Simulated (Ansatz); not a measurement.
## SnS₂ (CdI2 type): gap against strain (isotropic on every length)

SnS₂ (CdI2 type), relaxed with r2SCAN+rVV10 in the PAW code Ansatz, then strained (isotropic on every length; changes of length per length, axes as in the cell below) with the atoms relaxed again within the symmetry that is left. It is trigonal, P-3m1 (No. 164); a = 3.661 Å, c = 5.962 Å in the conventional setting, 23.06 Å³ an atom. Sn is surrounded by 6 S at 2.57 Å; S is surrounded by 3 Sn at 2.57 Å. The values are computed, spin-unpolarised, and not measurements.

```
Sn S
1.0
     3.66075    0.00000    0.00000
    -1.83038    3.17031    0.00000
     0.00000    0.00000    5.96178
Sn S
1 2
Cartesian
  0.0000 0.0000 0.0000
  0.0000 2.1135 1.4642
  1.8304 1.0568 4.4976
```

Gaps are the least over each mesh (PBE 12×12×4, r2SCAN 12×12×4, HSE06 6×6×4 when unstrained) and the special points, which keep their unstrained names.

```
strain (%)  gap, PBE (eV)  gap, r2SCAN (eV)  gap, HSE06 (eV)                            edges, HSE06
     -5.36          1.259             1.614            2.088  (0, 0.130, -0.169) → (0, 0.445, 0.344)
      -4.0          1.343             1.691            2.171  (0, 0.138, -0.159) → (0, 0.451, 0.341)
      -3.0          1.397             1.739            2.224          Γ–L (0.29) → (0, 0.453, 0.339)
      -2.0          1.423             1.753            2.292    (-0.083, 0.161, 0) → (0, 0.458, 1/3)
      -1.0          1.432             1.756            2.308  (-0.083, 0.161, 0) → (0, 0.461, 0.331)
       0.0          1.432             1.750            2.315          Γ–K (0.23) → (0, 0.464, 0.323)
      +1.0          1.418             1.727            2.315                   Γ → (0, 0.466, 0.315)
      +2.0          1.391             1.695            2.290                   Γ → (0, 0.469, 0.307)
      +3.0          1.360             1.660            2.261                   Γ → (0, 0.469, 0.294)
      +4.0          1.325             1.621            2.226                   Γ → (0, 0.471, 0.279)
```

Between zero and the nearest strains the slope of the HSE06 gap against strain is +0.007 eV per percent for negative and 0.000 for positive strain.

No spin-orbit coupling is included; it can move band edges with weight on the heavy atoms by tenths of an eV.

Where an edge lies off the special points, it is a point of the mesh or the k point where a search put PBE's edge or least direct gap, reused for the other functionals, whose own edges may lie a little apart.

Coordinates of k points refer to the reciprocal vectors of the primitive cell of the runs.

The meshes of the hybrids are coarse, so their gaps aren't converged to the digits shown.
